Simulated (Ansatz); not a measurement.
Calculation for SiC (rocksalt type): DFT, PBE, all-electron LAPW, scalar-relativistic (Ansatz 0.2.0). This run: rocksalt relaxed under pressure.

The cell comes from a relaxation on PAW files under the same functional, begun from a prototype that needn't be the stable phase.

Command: `ansatz run input.yaml --threads 1 --pin off --max-ram 3584MiB --backend cpu --events-out ev --progress --plain --runs-dir out` It took 37 s on 1 thread of Intel(R) Xeon(R) Platinum 8259CL CPU @ 2.50GHz (Skylake/Cascade Lake), on a shared host, peak memory 0.45 GiB.

```yaml
crystal:
  lattice:
    - [0.0, 1.9800149615, 1.9800149615]
    - [1.9800149615, 0.0, 1.9800149615]
    - [1.9800149615, 1.9800149615, 0.0]
  atoms:
    - { symbol: Si, position: [0.0, 0.0, 0.0] }
    - { symbol: C, position: [0.5, 0.5, 0.5] }
kpoints:
  mp_grid: { grid: [16, 16, 16] }
scf:
  occupations: { method: fermi_dirac, width: 0.1 }
hamiltonian:
  xc: pbe
  pseudopotentials: { kind: all_electron, lapw: { basis_error: 0.0005 } }
output:
  forces: true
  stress: true
  eigenvalues: true
relax:
  f_tol: 0.005
  max_steps: 12
  cell: { p_target: 21.0, stress_tol: 0.03 }
```

Output:

```
The last accepted step is kept in <dir> (removed where the run ends without a failure and the disk answers)
LAPW: plane waves up to 9.800 Å⁻¹, error target 5.0e-4 eV per atom; small_component_spin mean_spin; C in spheres of 0.903 Å, 6 of its electrons in bands, Dirac shells []; Si in spheres of 1.017 Å, 12 of its electrons in bands, Dirac shells [] (how accurate: hamiltonian.pseudopotentials.lapw.basis_error, Limitations)
Engine: ansatz 0.2.0
Pseudopotentials: kind: all_electron
Pseudopotential: Si, LAPW, valence charge 12, lapw/all_electron/scalar/gaussian/Si, Koelling and Harmon's equation, gaussian nucleus
Pseudopotential: C, LAPW, valence charge 6, lapw/all_electron/scalar/gaussian/C, Koelling and Harmon's equation, gaussian nucleus
Functional definition: PBE
  parameter kappa = 0.804
  parameter beta = 0.06672455060314922
  exchange = pbe_x(kappa = kappa, mu = beta*pi^2/3)
  correlation = pbe_c(beta = beta)
Crystal: 2 atoms, lattice volume = 15.525 Å³
Basis set: ecut = 365.91912834224433 eV, 259 PW (Γ), exchange–correlation at level 2
Bands: 13, of which v1, the nominal top of the filled ones, is band 9 counted from 1 (8 counted from 0)
Symmetry: 48 space group operations
Space group: Fm-3m (ITA 225), of the structure as read, at distance tolerance 2.5e-5 Å
k-points: 145 of 4096
Non-local potential: Si, projectors of the file, none
Non-local potential: C, projectors of the file, none
Initial density: superposition of atomic densities (chi_scale 0.1, normalization cell, long waves kept (reshape's long-wave potential 0.00 eV rms))
Initial wavefunctions: plane waves of lowest kinetic energy (no species holds an atomic orbital)
Functional: x = pbe(κ = 0.804, μ = 0.2195149727645171), c = pbe(β = 0.06672455060314922)
iter 1 solved again at ethr=1.91e-2 eV; its pass at ethr=1.00e-1 eV (dr2=3.44e0 eV) is discarded
SCF iter   1: F=—  HF=-8929.510309 eV  |F-HF|=—  |Δ(HF+E_count)|=         —  Δρ=1.47e-1  dr2=3.43e0  ethr=1.91e-2  ⟨swp⟩=2.0  Hψ=14002  notcnv=0
preconditioner: auto → none  [insulator: Δε(μ)=1.278 eV  Ē_g=16.351 eV  σ=0.100 eV  W_gap=0.99  n_scr=8 (ndim 8)  ℏωp=26.7 eV  f_vac=0.000  D(μ)=0.00/eV (n_scr^D=0)  ε∞_Penn≈3.7]
iter 2 solved again at ethr=2.27e-4 eV; its pass at ethr=1.91e-2 eV (dr2=4.08e-2 eV) is discarded
SCF iter   2: F=—  HF=-8928.026356 eV  |F-HF|=—  |Δ(HF+E_count)|=    1.48e0  Δρ=2.44e-2  dr2=4.09e-2  ethr=2.27e-4  ⟨swp⟩=2.0  Hψ=9804  notcnv=0  defer=1
SCF iter   3: F=—  HF=-8927.991298 eV  |F-HF|=—  |Δ(HF+E_count)|=         —  Δρ=1.23e-2  dr2=1.13e-2  ethr=2.27e-4  ⟨swp⟩=2.8  Hψ=5669  notcnv=0
the basis was enlarged: its passes take 153.1 KiB over the memory plan, 1 of 1 planned eigensolver slots
SCF iter   4: F=—  HF=-8927.993146 eV  |F-HF|=—  |Δ(HF+E_count)|=   1.85e-3  Δρ=7.54e-4  dr2=5.52e-5  ethr=6.28e-5  ⟨swp⟩=2.0  Hψ=4899  notcnv=0
SCF iter   5: F=—  HF=-8927.993142 eV  |F-HF|=—  |Δ(HF+E_count)|=   3.95e-6  Δρ=2.13e-4  dr2=5.56e-6  ethr=3.07e-7  ⟨swp⟩=2.1  Hψ=4905  notcnv=0
SCF iter   6: F=—  HF=-8927.993141 eV  |F-HF|=—  |Δ(HF+E_count)|=   9.36e-7  Δρ=3.43e-5  dr2=1.05e-7  ethr=3.09e-8  ⟨swp⟩=2.0  Hψ=4890  notcnv=0
SCF iter   7: F=-8927.993141 eV  HF=-8927.993141 eV  |F-HF|=1.74e-9  |Δ(HF+E_count)|=   1.03e-7  Δρ=5.95e-6  dr2=2.56e-9  ethr=5.83e-10  ⟨swp⟩=2.6  Hψ=4999  notcnv=0
SCF 1 converged in 7 iterations: F = -8927.993141 eV  dr2 = 2.56e-9
relax step   1: F+E_penalty+E_count = -8927.99314137 eV  Δ(F+E_penalty+E_count) = +0.000e0 eV  max|allowed force component| = 1.170e-29 eV/Å  Δτ_max = 0.0000 Å  P = +21.210 GPa  Ω = 15.525 Å³  (7 SCF iters, accepted)
Crystal: 2 atoms, lattice volume = 15.530 Å³
Basis set: ecut = 365.8454387027126 eV, 259 PW (Γ), exchange–correlation at level 2
Initial density: handed on by an earlier stage of this run
Initial wavefunctions: those handed on with the density
iter 1 solved again at ethr=5.01e-10 eV; its pass at ethr=1.00e-1 eV (dr2=9.02e-8 eV) is discarded
SCF iter   1: F=—  HF=-8927.993761 eV  |F-HF|=—  |Δ(HF+E_count)|=         —  Δρ=3.06e-5  dr2=1.26e-7  ethr=5.01e-10  ⟨swp⟩=4.3  Hψ=9921  notcnv=0
preconditioner: auto → none  [metal: Δε(μ)=0.245 eV  Ē_g=15.823 eV  σ=0.100 eV  W_gap=0.45  n_scr=8 (ndim 8)  ℏωp=26.7 eV  f_vac=0.000  D(μ)=0.15/eV (n_scr^D=0)]
iter 2 solved again at ethr=4.11e-11 eV; its pass at ethr=5.01e-10 eV (dr2=7.39e-9 eV) is discarded
SCF iter   2: F=-8927.993761 eV  HF=-8927.993761 eV  |F-HF|=5.72e-9  |Δ(HF+E_count)|=   7.56e-8  Δρ=7.06e-6  dr2=7.42e-9  ethr=4.11e-11  ⟨swp⟩=2.0  Hψ=8941  notcnv=0
SCF 2 converged in 2 iterations: F = -8927.993761 eV  dr2 = 7.42e-9
relax step   2: F+E_penalty+E_count = -8927.99376085 eV  Δ(F+E_penalty+E_count) = -6.195e-4 eV  max|allowed force component| = 6.409e-31 eV/Å  Δτ_max = 0.0000 Å  P = +21.107 GPa  Ω = 15.530 Å³  (2 SCF iters, accepted)
Crystal: 2 atoms, lattice volume = 15.535 Å³
Basis set: ecut = 365.7691286249559 eV, 259 PW (Γ), exchange–correlation at level 2
iter 1 solved again at ethr=4.18e-10 eV; its pass at ethr=1.00e-1 eV (dr2=7.52e-8 eV) is discarded
SCF iter   1: F=—  HF=-8927.994400 eV  |F-HF|=—  |Δ(HF+E_count)|=         —  Δρ=2.84e-5  dr2=1.11e-7  ethr=4.18e-10  ⟨swp⟩=4.4  Hψ=10011  notcnv=0
preconditioner: auto → none  [metal: Δε(μ)=0.243 eV  Ē_g=15.819 eV  σ=0.100 eV  W_gap=0.44  n_scr=8 (ndim 8)  ℏωp=26.6 eV  f_vac=0.000  D(μ)=0.15/eV (n_scr^D=0)]
iter 2 solved again at ethr=3.86e-11 eV; its pass at ethr=4.18e-10 eV (dr2=6.95e-9 eV) is discarded
SCF iter   2: F=-8927.994400 eV  HF=-8927.994400 eV  |F-HF|=4.31e-9  |Δ(HF+E_count)|=   5.66e-8  Δρ=7.10e-6  dr2=6.97e-9  ethr=3.86e-11  ⟨swp⟩=2.0  Hψ=8929  notcnv=0
SCF 3 converged in 2 iterations: F = -8927.994400 eV  dr2 = 6.97e-9
relax step   3: F+E_penalty+E_count = -8927.99439957 eV  Δ(F+E_penalty+E_count) = -6.387e-4 eV  max|allowed force component| = 3.944e-31 eV/Å  Δτ_max = 0.0000 Å  P = +21.002 GPa  Ω = 15.535 Å³  (2 SCF iters, accepted)
iter 1 solved again at ethr=3.87e-11 eV; its pass at ethr=1.00e-1 eV (dr2=6.97e-9 eV) is discarded
SCF iter   1: F=—  HF=-8927.994400 eV  |F-HF|=—  |Δ(HF+E_count)|=         —  Δρ=7.10e-6  dr2=6.97e-9  ethr=3.87e-11  ⟨swp⟩=3.0  Hψ=9681  notcnv=0
preconditioner: auto → none  [metal: Δε(μ)=0.244 eV  Ē_g=15.819 eV  σ=0.100 eV  W_gap=0.44  n_scr=8 (ndim 8)  ℏωp=26.6 eV  f_vac=0.000  D(μ)=0.15/eV (n_scr^D=0)]
SCF iter   2: F=-8927.994400 eV  HF=-8927.994400 eV  |F-HF|=2.44e-10  |Δ(HF+E_count)|=   2.51e-9  Δρ=3.00e-6  dr2=1.06e-9  ethr=3.87e-11  ⟨swp⟩=2.1  Hψ=4912  notcnv=0
SCF 4 converged in 2 iterations: F = -8927.994400 eV  dr2 = 1.06e-9
relax step   4: F+E_penalty+E_count = -8927.99439956 eV  Δ(F+E_penalty+E_count) = +8.065e-9 eV  max|allowed force component| = 4.109e-31 eV/Å  Δτ_max = 0.0000 Å  P = +21.003 GPa  Ω = 15.535 Å³  stress off target by 3.34e-3 GPa  SCF on the basis re-selected at this cell (its energy is not comparable with the rows above)  (2 SCF iters)
basis re-selected at this cell: Δ(F+E_penalty+E_count) = +8.065e-9 eV, ΔP = +0.001 GPa vs the last step (what re-selecting the basis moved, after the strain that the cell walked since its last selection, with what the two solves' SCF thresholds leave and, on support functions, any second-order correction that the steps lacked; it is no measure of the basis error at this ecutwfc). This SCF's stress stands 3.34e-3 GPa from its target on what of the cell is left free (relax.cell.stress_tol is 3.00e-2 GPa) and its largest allowed force component is 4.11e-31 eV/Å (relax.f_tol is 5.00e-3 eV/Å): within both
SCF converged after 2 iterations
Free energy (F): -8927.994400 eV
Harris-Foulkes:  -8927.994400 eV  (|F-HF|=2.44e-10)
Internal energy: -8927.989042 eV  (E = F + TS)
E sigma→0 (E₀):  -8927.991721 eV
Entropy (-TS):   -0.005358 eV (-2.679 meV/atom)
Fermi energy:    17.045461 eV
--- Per-component energies (eV) ---
  E_band       = -1101.473006
  E_kinetic    = 8951.766463
  E_xc         = -720.057549
  E_electrostatic = -17159.697956  (all electrons and nuclei)
  E_smearing   = -0.005358  (= −TS)
  E_closure    = 0.000000  (closes the sum)
  E_atoms      = -8914.489707  (free atoms, spherical and without spin; not in F)
  Σ components = -8927.994400   (vs F -8927.994400, Δ=0.00e0)
  Basis errors (estimates in eV, not in F): energy 2.2e-4 per atom: plane waves 2.1e-4 (1.2e-4 summed), levels above the bands 6.4e-45, relativity 7.3e-9, radial functions 9.2e-6, core shells 4.2e-14; eigenvalues (radial functions only) 2.5e-6; not estimated: angular momenta, meshes, grids; target (lapw.basis_error) 5.0e-4; muffin-tin radii C 0.904 Å, Si 1.017 Å
--- Forces (eV/Å), atoms counted from 1 ---
  atom   1  Si    -0.00000000    -0.00000000     0.00000000
  atom   2  C      0.00000000    -0.00000000     0.00000000
  max |Σ_I F_I| component: 3.12e-31 eV/Å
--- Stress (GPa, compression-positive) ---
       21.003337      -0.000000      -0.000000
       -0.000000      21.003337      -0.000000
       -0.000000      -0.000000      21.003337
  P = ⅓ Tr σ = 21.0033 GPa (210.033 kbar)
--- Band table (eV; the first three rows and the last of 145) ---
  k-point 0: bands = ["-247.4760", "-118.1770", "-74.2315", "-74.2315", "-74.2315", "-2.2608", "16.9932", "16.9932", "16.9932", "25.6735", "25.9370", "25.9370", "25.9370"]
  k-point 1: bands = ["-247.4760", "-118.1769", "-74.2317", "-74.2315", "-74.2315", "-2.1614", "16.4408", "16.9231", "16.9231", "25.5690", "26.0825", "26.1211", "26.1211"]
  k-point 2: bands = ["-247.4760", "-118.1768", "-74.2324", "-74.2316", "-74.2316", "-1.8638", "15.0458", "16.7383", "16.7383", "24.9908", "26.3925", "26.3925", "26.8834"]
  k-point 144: bands = ["-247.4760", "-118.1759", "-74.2357", "-74.2357", "-74.2340", "5.8211", "8.5631", "8.5631", "9.6708", "22.0612", "25.5236", "26.9571", "26.9571"]
--- Relaxed structure (3 steps of the walk, 3 accepted, 1 SCFs on fresh bases) ---
  F+E_penalty+E_count = -8927.99439956 eV   max|allowed force component| = 4.109e-31 eV/Å   (the final SCF, on the basis selected at the relaxed cell)
  cell:  # Å, volume = 15.5347 Å³
    - [-2.2292252643918205e-34, 1.9804209159912385, 1.9804209159912385]
    - [1.9804209159912385, -4.506219641592038e-34, 1.9804209159912385]
    - [1.9804209159912385, 1.9804209159912385, -4.315143190358453e-34]
  atoms:
    - { symbol: Si, position: [-1.519819595624768e-36, 2.1530777604656204e-36, 1.3931679626570395e-36] }
    - { symbol: C, position: [0.5, 0.5, 0.5] }
```

Next run (CsCl relaxed under pressure), as changes to the input before:

```diff
   lattice:
-    - [0.0, 1.9800149615, 1.9800149615]
-    - [1.9800149615, 0.0, 1.9800149615]
-    - [1.9800149615, 1.9800149615, 0.0]
+    - [2.5553974173, 0.0, 0.0]
+    - [0.0, 2.5553974173, 0.0]
+    - [0.0, 0.0, 2.5553974173]
   atoms:
 kpoints:
-  mp_grid: { grid: [16, 16, 16] }
+  mp_grid: { grid: [14, 14, 14] }
 scf:
```

Command: `ansatz run input.yaml --threads 1 --pin off --max-ram 3584MiB --backend cpu --events-out ev --progress --plain --runs-dir out` It took 33 s on 1 thread of Intel(R) Xeon(R) Platinum 8259CL CPU @ 2.50GHz (Skylake/Cascade Lake), with other jobs on the host, peak memory 0.4 GiB.

Results part of the output:

```
basis re-selected at this cell: Δ(F+E_penalty+E_count) = -1.084e-8 eV, ΔP = +0.001 GPa vs the last step (what re-selecting the basis moved, after the strain that the cell walked since its last selection, with what the two solves' SCF thresholds leave and, on support functions, any second-order correction that the steps lacked; it is no measure of the basis error at this ecutwfc). This SCF's stress stands 6.74e-4 GPa from its target on what of the cell is left free (relax.cell.stress_tol is 3.00e-2 GPa) and its largest allowed force component is 6.57e-32 eV/Å (relax.f_tol is 5.00e-3 eV/Å): within both
SCF converged after 2 iterations
Free energy (F): -8925.308071 eV
Harris-Foulkes:  -8925.308071 eV  (|F-HF|=3.98e-10)
Internal energy: -8925.284612 eV  (E = F + TS)
E sigma→0 (E₀):  -8925.296341 eV
Entropy (-TS):   -0.023459 eV (-11.729 meV/atom)
Fermi energy:    15.982529 eV
--- Per-component energies (eV) ---
  E_band       = -1119.661144
  E_kinetic    = 8949.703401
  E_xc         = -716.811926
  E_electrostatic = -17158.176086  (all electrons and nuclei)
  E_smearing   = -0.023459  (= −TS)
  E_closure    = 0.000000  (closes the sum)
  E_atoms      = -8914.489707  (free atoms, spherical and without spin; not in F)
  Σ components = -8925.308071   (vs F -8925.308071, Δ=0.00e0)
  Basis errors (estimates in eV, not in F): energy 1.9e-4 per atom: plane waves 1.7e-4 (9.2e-5 summed), levels above the bands 7.3e-39, relativity 1.1e-8, radial functions 1.9e-5, core shells 1.1e-15; eigenvalues (radial functions only) 2.9e-6; not estimated: angular momenta, meshes, grids; target (lapw.basis_error) 5.0e-4; muffin-tin radii C 1.039 Å, Si 1.108 Å
--- Forces (eV/Å), atoms counted from 1 ---
  atom   1  Si    -0.00000000     0.00000000    -0.00000000
  atom   2  C     -0.00000000    -0.00000000    -0.00000000
  max |Σ_I F_I| component: 1.97e-31 eV/Å
--- Stress (GPa, compression-positive) ---
       21.000674      -0.000000       0.000000
       -0.000000      21.000674      -0.000000
        0.000000      -0.000000      21.000674
  P = ⅓ Tr σ = 21.0007 GPa (210.007 kbar)
--- Band table (eV; the first three rows and the last of 120) ---
  k-point 0: bands = ["-250.4578", "-119.1566", "-75.2079", "-75.2079", "-75.2079", "-2.7068", "14.7190", "14.7190", "14.7190", "18.6965", "20.7017", "20.7017", "30.1213"]
  k-point 1: bands = ["-250.4578", "-119.1565", "-75.2085", "-75.2079", "-75.2079", "-2.6017", "13.7074", "14.7946", "14.7946", "18.9950", "20.8076", "21.5224", "29.8165"]
  k-point 2: bands = ["-250.4578", "-119.1564", "-75.2099", "-75.2078", "-75.2078", "-2.2872", "11.7579", "15.0163", "15.0163", "19.3719", "21.1230", "23.2846", "28.9713"]
  k-point 119: bands = ["-250.4578", "-119.1533", "-75.2168", "-75.2168", "-75.2168", "9.0716", "10.9728", "10.9728", "10.9728", "14.2305", "14.2305", "14.2305", "17.6932"]
--- Relaxed structure (3 steps of the walk, 3 accepted, 1 SCFs on fresh bases) ---
  F+E_penalty+E_count = -8925.30807054 eV   max|allowed force component| = 6.574e-32 eV/Å   (the final SCF, on the basis selected at the relaxed cell)
  cell:  # Å, volume = 16.6963 Å³
    - [2.5558771954839803, -1.2839532962581572e-34, 0.0]
    - [-1.2839532962581572e-34, 2.5558771954839803, -6.419766481290786e-35]
    - [0.0, -6.419766481290786e-35, 2.5558771954839803]
  atoms:
    - { symbol: Si, position: [3.9253718655138415e-37, -7.551740795789646e-38, -7.360072247821718e-38] }
    - { symbol: C, position: [0.5, 0.5, 0.5] }
```

Next run (zincblende relaxed under pressure), as changes to the input before:

```diff
   lattice:
-    - [2.5553974173, 0.0, 0.0]
-    - [0.0, 2.5553974173, 0.0]
-    - [0.0, 0.0, 2.5553974173]
+    - [0.0, 2.1294802867, 2.1294802867]
+    - [2.1294802867, 0.0, 2.1294802867]
+    - [2.1294802867, 2.1294802867, 0.0]
   atoms:
-    - { symbol: C, position: [0.5, 0.5, 0.5] }
+    - { symbol: C, position: [0.25, 0.25, 0.25] }
 kpoints:
-  mp_grid: { grid: [14, 14, 14] }
+  mp_grid: { grid: [16, 16, 16] }
 scf:
```

Results part of the output:

```
basis re-selected at this cell: Δ(F+E_penalty+E_count) = -7.640e-11 eV, ΔP = -0.000 GPa vs the last step (what re-selecting the basis moved, after the strain that the cell walked since its last selection, with what the two solves' SCF thresholds leave and, on support functions, any second-order correction that the steps lacked; it is no measure of the basis error at this ecutwfc). This SCF's stress stands 2.58e-2 GPa from its target on what of the cell is left free (relax.cell.stress_tol is 3.00e-2 GPa) and its largest allowed force component is 1.76e-16 eV/Å (relax.f_tol is 5.00e-3 eV/Å): within both
SCF converged after 2 iterations
Free energy (F): -8929.434958 eV
Harris-Foulkes:  -8929.434958 eV  (|F-HF|=2.29e-10)
Internal energy: -8929.434938 eV  (E = F + TS)
E sigma→0 (E₀):  -8929.434948 eV
Entropy (-TS):   -0.000020 eV (-0.010 meV/atom)
Fermi energy:    12.497096 eV
--- Per-component energies (eV) ---
  E_band       = -1163.395336
  E_kinetic    = 8954.963681
  E_xc         = -719.071489
  E_electrostatic = -17165.327130  (all electrons and nuclei)
  E_smearing   = -0.000020  (= −TS)
  E_closure    = 0.000000  (closes the sum)
  E_atoms      = -8914.489707  (free atoms, spherical and without spin; not in F)
  Σ components = -8929.434958   (vs F -8929.434958, Δ=0.00e0)
  Basis errors (estimates in eV, not in F): energy 2.7e-4 per atom: plane waves 2.5e-4 (1.5e-4 summed), levels above the bands 3.5e-48, relativity 9.9e-9, radial functions 2.0e-5, core shells 5.8e-13; eigenvalues (radial functions only) 5.4e-7; not estimated: angular momenta, meshes, grids; target (lapw.basis_error) 5.0e-4; muffin-tin radii C 0.831 Å, Si 0.958 Å
--- Forces (eV/Å), atoms counted from 1 ---
  atom   1  Si     0.00000000    -0.00000000    -0.00000000
  atom   2  C     -0.00000000     0.00000000     0.00000000
  max |Σ_I F_I| component: 1.85e-17 eV/Å
--- Stress (GPa, compression-positive) ---
       20.974153      -0.000000      -0.000000
       -0.000000      20.974153       0.000000
       -0.000000       0.000000      20.974153
  P = ⅓ Tr σ = 20.9742 GPa (209.742 kbar)
--- Band table (eV; the first three rows and the last of 145) ---
  k-point 0: bands = ["-251.4531", "-121.1953", "-77.2320", "-77.2320", "-77.2320", "-4.2186", "11.7390", "11.7390", "11.7390", "18.7739", "19.5358", "19.5358", "19.5358"]
  k-point 1: bands = ["-251.4531", "-121.1953", "-77.2321", "-77.2320", "-77.2320", "-4.1378", "11.3111", "11.6838", "11.6838", "18.9044", "19.6358", "19.6433", "19.6433"]
  k-point 2: bands = ["-251.4531", "-121.1953", "-77.2323", "-77.2320", "-77.2320", "-3.8968", "10.2326", "11.5354", "11.5354", "18.8572", "19.8995", "19.8995", "20.2087"]
  k-point 144: bands = ["-251.4531", "-121.1950", "-77.2337", "-77.2336", "-77.2330", "1.4010", "4.6153", "6.4300", "6.7817", "17.0457", "21.7463", "21.8281", "21.9591"]
--- Relaxed structure (1 steps of the walk, 1 accepted, 1 SCFs on fresh bases) ---
  F+E_penalty+E_count = -8929.43495827 eV   max|allowed force component| = 1.758e-16 eV/Å   (the final SCF, on the basis selected at the relaxed cell)
  cell:  # Å, volume = 19.3131 Å³
    - [0.0, 2.1294802867, 2.1294802867]
    - [2.1294802867, 0.0, 2.1294802867]
    - [2.1294802867, 2.1294802867, 0.0]
  atoms:
    - { symbol: Si, position: [0.0, 0.0, 0.0] }
    - { symbol: C, position: [0.24999999999999997, 0.24999999999999997, 0.24999999999999997] }
```
